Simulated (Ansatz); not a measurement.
CsBr:
```
CELL_PARAMETERS angstrom
      4.24215     0.00000     0.00000
      0.00000     4.24215     0.00000
      0.00000     0.00000     4.24215
ATOMIC_POSITIONS crystal
  Cs 0.00000 0.00000 0.00000
  Br 0.50000 0.50000 0.50000
```

Relaxed with PBEsol.

Problem. Decompose the optical modes at the zone centre into irreducible representations, and say which are infrared and Raman allowed.

Solution. Point group m-3m: Γ_opt = T1u. Infrared: T1u. Raman: none.

Problem. Assign frequencies (DFPT, plane-wave PAW PBEsol (Ansatz code); without the LO–TO term).

Solution. T1u 69 cm⁻¹.

Space group Pm-3m (CsCl type). Symmetry was held in the PBEsol relaxation; of distortions, only those at the zone centre were tested. Spin–orbit coupling is left out wherever it is not named.

Potentials: the later of the program's two PAW sets.
